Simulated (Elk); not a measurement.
## Collinear magnetic orders of FeGe with Elk

Aim: find out whether FeGe carries moments, and which collinear order costs least.

Main program and level: Elk 11.2.3 (patched build); PBE; all-electron APW+lo, Dirac cores, scalar-relativistic bands.

**1. The starting structure**

Symmetry: P6/mmm, No. 191, hexagonal system. The conventional cell has a = 4.998 Å, b = 4.998 Å, c = 4.116 Å, α = 90.00°, β = 90.00°, γ = 120.00°. Fe has 4 Fe at 2.50 Å and 6 Ge at 2.50 to 2.51 Å nearest. Nearest to Ge lie 6 Fe at 2.50 Å. Nearest to Ge lie 6 Fe at 2.51 Å. Farther neighbours are not listed.

The cell comes from a database of computed structures and need not be the stable phase.

**2. Run 1 (ferro +++)**

The parallel start comes first: it fits the smallest cell, keeps the most symmetry and shows whether parallel moments form.

Moments are seeded by fields in the spheres (the last three columns under atoms), set against the wanted direction and reduced each loop.

elk.in reads:

```
tasks
  0
  33
  73

xctype
  20

rgkmax
  7.0

nempty
  14

swidth
  0.005

reducebf
  0.5

epsengy
  1e-05

maxscl
  100

lmaxi
  3

spinpol
  .true.

sppath
  './'

avec
  9.44409969445 0.00000000000 0.00000000000
  -4.72204984723 8.17883025124 0.00000000000
  0.00000000000 0.00000000000 7.77766174582

atoms
  2
  'Fe.in'
  3
  0.5000000000 0.0000000000 0.0000000000   0.000000 0.000000 -0.140000
  0.5000000000 0.5000000000 0.0000000000   0.000000 0.000000 -0.140000
  0.0000000000 0.5000000000 0.0000000000   0.000000 0.000000 -0.140000
  'Ge.in'
  3
  0.0000000000 0.0000000000 0.0000000000   0.000000 0.000000 0.000000
  0.3333333300 0.6666666700 0.5000000000   0.000000 0.000000 0.000000
  0.6666666700 0.3333333300 0.5000000000   0.000000 0.000000 0.000000

ngridk
  6 6 6

plot3d
  0 0 0
  1 0 0
  0 1 0
  0 0 1
  25 25 21
```

Run with:

```bash
OMP_NUM_THREADS=4 elk
```

Numbers of over 12 decimals in the logs are rounded to 6 here.

What it wrote:

```text
Warning(gndstate): core states of species 2 leak from the muffin-tin :   0.4826110615E-03

--- INFO.OUT ---
┌─────────────────────────┐
│ Elk code version 11.2.3 │
└─────────────────────────┘

All units are atomic (Hartree, Bohr, etc.)

┌─────────────────────────────────────────────────┐
│ Ground-state run starting from atomic densities │
└─────────────────────────────────────────────────┘

Lattice vectors :
   9.444099694       0.000000000       0.000000000
  -4.722049847       8.178830251       0.000000000
   0.000000000       0.000000000       7.777661746

Reciprocal lattice vectors :
  0.6653027298      0.3841127101      -0.000000000
   0.000000000      0.7682254203       0.000000000
   0.000000000      -0.000000000      0.8078501628

Unit cell volume      :    600.7597241
Brillouin zone volume :   0.4128942129

Muffin-tin inner radius fraction :   0.1000000000E-01

Nuclei treated as point charges

Species : 1 (Fe)
 parameters loaded from : Fe.in
 name : iron
 nuclear charge    :   -26.00000000
 electronic charge :    26.00000000
 atomic mass :    101799.2075
 muffin-tin radius :    2.336024924
 number of radial points in muffin-tin :    993
 inner part over the whole radius :   0.9975523402E-02
 number on inner part of muffin-tin    :    700
 approximate nuclear radius :   0.7160107270E-04
 number of mesh points to nuclear radius :    332
 atomic positions (lattice), magnetic fields (Cartesian) :
  1 :   0.00000000  0.00000000  0.00000000    0.00000000  0.00000000 -0.14000000
  2 :   0.00000000  0.50000000  0.00000000    0.00000000  0.00000000 -0.14000000
  3 :   0.50000000  0.50000000  0.00000000    0.00000000  0.00000000 -0.14000000

Species : 2 (Ge)
 parameters loaded from : Ge.in
 name : germanium
 nuclear charge    :   -32.00000000
 electronic charge :    32.00000000
 atomic mass :    132414.6196
 muffin-tin radius :    2.336024924
 number of radial points in muffin-tin :    993
 inner part over the whole radius :   0.9985464432E-02
 number on inner part of muffin-tin    :    702
 approximate nuclear radius :   0.7637961215E-04
 number of mesh points to nuclear radius :    341
 atomic positions (lattice), magnetic fields (Cartesian) :
  1 :   0.50000000  0.00000000  0.00000000    0.00000000  0.00000000  0.00000000
  2 :  -0.16666667 -0.33333333  0.50000000    0.00000000  0.00000000  0.00000000
  3 :   0.16666667  0.33333333  0.50000000    0.00000000  0.00000000  0.00000000

Total number of atoms per unit cell :    6
Total muffin-tin volume :    320.3850746
 ratio of muffin-tin to unit cell volume :   0.5332998563

Spin treatment :
 spin-polarised
 global magnetic field (Cartesian) :    0.000000000       0.000000000       0.000000000
 collinear magnetisation in z-direction

Number of Bravais lattice symmetries :   24
Number of crystal symmetries         :   24
Crystal has inversion symmetry
Real symmetric eigensolver will be used

k-point grid :      6     6     6
k-point offset :    0.000000000       0.000000000       0.000000000
k-point set is reduced with full crystal symmetry group
Total number of k-points :       28

Muffin-tin radius times maximum |G+k| :    7.000000000
 using average radius
Maximum |G+k| for APW functions       :    2.996543371
Maximum (1/2)|G+k|²                   :    4.489636088
Maximum |G| for potential and density :    12.00000000
Constant for pseudocharge density :    7
 order of it for each species :   14  14
 order of it for pair densities of each species (exact exchange by exxq0 0: 14) :   10  10
Radial integration step length :    1

G-vector grid sizes :     40    40    30
Number of G-vectors :    17501

Maximum angular momentum used for
 APW functions            :    8
 outer part of muffin-tin :    6
 inner part of muffin-tin :    3

Total nuclear charge    :   -174.0000000
Total core charge       :    84.00000000
Total valence charge    :    90.00000000
Total excess charge     :    0.000000000
Total electronic charge :    174.0000000

Effective Wigner radius, rₛ :   0.9376073083

Number of empty states         :     84
Total number of valence states :    260
Total number of core states    :     84

Third-order local-orbitals added for an l without core states : T
Total number of local-orbitals :    129

Exchange-correlation functional :     20     0     0
 Perdew-Burke-Ernzerhof, Phys. Rev. Lett. 77, 3865 (1996)
 gradient requirement :    1
 generalised gradient approximation (GGA)

Smearing type :    3
 Fermi-Dirac
Smearing width :   0.5000000000E-02
Effective electronic temperature (K) :    1578.875124

Mixing type :    3
 Broyden mixing, J. Phys. A: Math. Gen. 17, L317 (1984)

Kohn-Sham potential initialised from atomic data

┌──────────────────────────────┐
│ Self-consistent loop started │
└──────────────────────────────┘

┌─────────────────┐
│ Loop number : 1 │
└─────────────────┘

Energies :
 Fermi                       :     0.149398
 sum of occupied eigenvalues :     -5846.8108708224
 electron kinetic            :      10306.610370778
 core electron kinetic       :      9408.2001292669
 Coulomb                     :     -20014.629522882
 Coulomb potential           :     -15587.314491393
 nuclear-nuclear             :     -1509.5448382525
 electron-nuclear            :     -21470.264669802
 Hartree                     :      2965.1799851721
 Madelung                    :     -12220.972277186
 xc potential                :     -565.82125573295
 xc effective B-field        :    -0.201389
 external B-field            :      0.000000
 exchange                    :     -399.90838358522
 correlation                 :     -8.376084
 electron entropic           :    -0.10824532191512E-01
 total energy                :     -10116.314444164
 (external B-field energy excluded from total)

Density of states at Fermi energy :    130.0329433
 (states/Hartree/unit cell)

Estimated indirect band gap :   0.3818050316E-03
 from k-point 3 to k-point 17
Estimated direct band gap   :   0.4572920013E-02
 at k-point 20

Charges :
 core                        :    84.00000000
 valence                     :    90.00000000
 interstitial                :    6.671596346
 muffin-tins (core leakage)
  species : 1 (Fe)
   atom 1                    :    25.73789026     ( -0.2242533164E-06)
   atom 2                    :    25.73789026     ( -0.2242533164E-06)
   atom 3                    :    25.73789026     ( -0.2242533164E-06)
  species : 2 (Ge)
   atom 1                    :    29.98606536     (  0.5040456800E-03)
   atom 2                    :    30.06433376     (  0.5071261849E-03)
   atom 3                    :    30.06433376     (  0.5071261849E-03)
 total in muffin-tins        :    167.3284037
 total calculated charge     :    173.9972377
[...]
┌─────────────────┐
│ Loop number : 2 │
└─────────────────┘

Energies :
 Fermi                       :     0.153144
 sum of occupied eigenvalues :     -5846.4893097538
 electron kinetic            :      10310.702524859
 core electron kinetic       :      9410.7270748097
 Coulomb                     :     -20013.977440746
 Coulomb potential           :     -15588.207478334
 nuclear-nuclear             :     -1509.5448382525
 electron-nuclear            :     -21468.037326975
 Hartree                     :      2963.6047244821
 Madelung                    :     -12219.873701579
 xc potential                :     -568.70492740136
 xc effective B-field        :    -0.204830
 external B-field            :      0.000000
 exchange                    :     -399.81696167688
 correlation                 :     -8.375496
 electron entropic           :    -0.10668142447705E-01
 total energy                :     -10111.478042205
 (external B-field energy excluded from total)

Density of states at Fermi energy :    127.8656681
 (states/Hartree/unit cell)

Estimated indirect band gap :   0.4321745274E-03
 from k-point 22 to k-point 3
Estimated direct band gap   :   0.1585824748E-02
 at k-point 3

Charges :
 core                        :    84.00000000
 valence                     :    90.00000000
 interstitial                :    6.719647946
 muffin-tins (core leakage)
  species : 1 (Fe)
   atom 1                    :    25.70255087     ( -0.2242531831E-06)
   atom 2                    :    25.70255087     ( -0.2242531831E-06)
   atom 3                    :    25.70255087     ( -0.2242531831E-06)
  species : 2 (Ge)
   atom 1                    :    30.00426425     (  0.5032972597E-03)
   atom 2                    :    30.08421760     (  0.5063959465E-03)
   atom 3                    :    30.08421760     (  0.5063959465E-03)
 total in muffin-tins        :    167.2803521
 total calculated charge     :    173.9972485
 total charge                :    174.0000000
 error                       :   0.2751504679E-02

Moments :
 interstitial                :  -0.2059492301
 muffin-tins
  species : 1 (Fe)
   atom 1                    :    1.806463462
   atom 2                    :    1.806463462
   atom 3                    :    1.806463462
  species : 2 (Ge)
   atom 1                    :  -0.1041969408
   atom 2                    :  -0.6446975759E-01
   atom 3                    :  -0.6446975759E-01
 total in muffin-tins        :    5.186253930
 total moment                :    4.980304700

RMS change in Kohn-Sham potential (target) :    4.794474266     (  0.1000000000E-05)
Absolute change in total energy (target)   :    4.836401959     (  0.1000000000E-04)

[... loops 3 to 18 left out ...]

┌──────────────────┐
│ Loop number : 19 │
└──────────────────┘

Energies :
 Fermi                       :     0.298745
 sum of occupied eigenvalues :     -5828.3854520063
 electron kinetic            :      10300.362759305
 core electron kinetic       :      9407.9790366134
 Coulomb                     :     -20008.858542686
 Coulomb potential           :     -15599.523938118
 nuclear-nuclear             :     -1509.5448382525
 electron-nuclear            :     -21445.902141092
 Hartree                     :      2946.5884366587
 Madelung                    :     -12209.096573627
 xc potential                :     -529.07316348891
 xc effective B-field        :    -0.151112
 external B-field            :      0.000000
 exchange                    :     -398.82998166637
 correlation                 :     -8.371128
 electron entropic           :    -0.10864279034463E-01
 total energy                :     -10115.707757532
 (external B-field energy excluded from total)

Density of states at Fermi energy :    126.9667861
 (states/Hartree/unit cell)

Estimated indirect band gap :   0.5062853335E-03
 from k-point 11 to k-point 25
Estimated direct band gap   :   0.3309109713E-02
 at k-point 27

Charges :
 core                        :    84.00000000
 valence                     :    90.00000000
 interstitial                :    7.376825875
 muffin-tins (core leakage)
  species : 1 (Fe)
   atom 1                    :    25.12333189     ( -0.2242530162E-06)
   atom 2                    :    25.12333189     ( -0.2242530162E-06)
   atom 3                    :    25.12333189     ( -0.2242530162E-06)
  species : 2 (Ge)
   atom 1                    :    30.39346440     (  0.4806659864E-03)
   atom 2                    :    30.42985703     (  0.4826110955E-03)
   atom 3                    :    30.42985703     (  0.4826110955E-03)
 total in muffin-tins        :    166.6231741
 total calculated charge     :    173.9973426
 total charge                :    174.0000000
 error                       :   0.2657399240E-02

Moments :
 interstitial                :  -0.1098115993
 muffin-tins
  species : 1 (Fe)
   atom 1                    :    1.511982210
   atom 2                    :    1.511982210
   atom 3                    :    1.511982210
  species : 2 (Ge)
   atom 1                    :  -0.9121544089E-01
   atom 2                    :  -0.5766448841E-01
   atom 3                    :  -0.5766448841E-01
 total in muffin-tins        :    4.329402212
 total moment                :    4.219590613

RMS change in Kohn-Sham potential (target) :   0.3450701343E-06 (  0.1000000000E-05)
Absolute change in total energy (target)   :   0.6774656867E-05 (  0.1000000000E-04)

Convergence targets achieved

┌──────────────────┐
│ Loop number : 20 │
└──────────────────┘

Energies :
 Fermi                       :     0.298745
 sum of occupied eigenvalues :     -5828.3854525753
 electron kinetic            :      10300.362760296
 core electron kinetic       :      9407.9790359765
 Coulomb                     :     -20008.858541694
 Coulomb potential           :     -15599.523935964
 nuclear-nuclear             :     -1509.5448382525
 electron-nuclear            :     -21445.902140973
 Hartree                     :      2946.5884375318
 Madelung                    :     -12209.096573712
 xc potential                :     -529.07316383922
 xc effective B-field        :    -0.151113
 external B-field            :      0.000000
 exchange                    :     -398.82998253955
 correlation                 :     -8.371128
 electron entropic           :    -0.10864314126885E-01
 total energy                :     -10115.707756353
 (external B-field energy excluded from total)

Density of states at Fermi energy :    126.9673157
 (states/Hartree/unit cell)

Estimated indirect band gap :   0.5067087879E-03
 from k-point 11 to k-point 25
Estimated direct band gap   :   0.3308538223E-02
 at k-point 27

Charges :
 core                        :    84.00000000
 valence                     :    90.00000000
 interstitial                :    7.376825715
 muffin-tins (core leakage)
  species : 1 (Fe)
   atom 1                    :    25.12333178     ( -0.2242531547E-06)
   atom 2                    :    25.12333178     ( -0.2242531547E-06)
   atom 3                    :    25.12333178     ( -0.2242531547E-06)
  species : 2 (Ge)
   atom 1                    :    30.39346463     (  0.4806659935E-03)
   atom 2                    :    30.42985716     (  0.4826110615E-03)
   atom 3                    :    30.42985716     (  0.4826110615E-03)
 total in muffin-tins        :    166.6231743
 total calculated charge     :    173.9973426
 total charge                :    174.0000000
 error                       :   0.2657394011E-02

Moments :
 interstitial                :  -0.1098134697
 muffin-tins
  species : 1 (Fe)
   atom 1                    :    1.511990345
   atom 2                    :    1.511990345
   atom 3                    :    1.511990345
  species : 2 (Ge)
   atom 1                    :  -0.9121900399E-01
   atom 2                    :  -0.5766511409E-01
   atom 3                    :  -0.5766511409E-01
 total in muffin-tins        :    4.329421802
 total moment                :    4.219608332

┌──────────────────────────────┐
│ Self-consistent loop stopped │
└──────────────────────────────┘

Warning : core states of species 2 leak from the muffin-tin :   0.4826110615E-03

Wrote STATE.OUT
```

Elapsed: 6.2 min, on 4 threads of Arm Neoverse V1, shared host; peak memory 0.6 GiB.

Spin moment in the muffin-tin sphere by atom:

```
atom  spin moment in the muffin-tin sphere (μB)
 Fe1                                       1.51
 Fe2                                       1.51
 Fe3                                       1.51
 Ge4                                      -0.09
 Ge5                                      -0.06
 Ge6                                      -0.06
```

Numbers from this step:

- density of states at the Fermi level: 4.666 states/eV/cell
- moment between the spheres: -0.1098 μB
- magnetization: 4.220 μB
- final state: ferromagnetic

After 20 cycles the largest moment stands at 1.51 μB.

(Continued in part 2 of 2.)

[Logs and program files are shortened in this print: banners, set-up blocks, solver, clock and traceback lines can be left out without a mark of their own.]

[Logs are printed without paths, hosts, clocks, repeated set-up lines and the standing remarks that a program may print on its own settings, such as how far it seeks lower states.]

[Hosts, paths, dates, database ids (printed as entryN), source tags and the programs' standing remarks are cut or masked in the printed files.]

[Where a cell is said to come from a database of computed structures, the database is the Materials Project.]
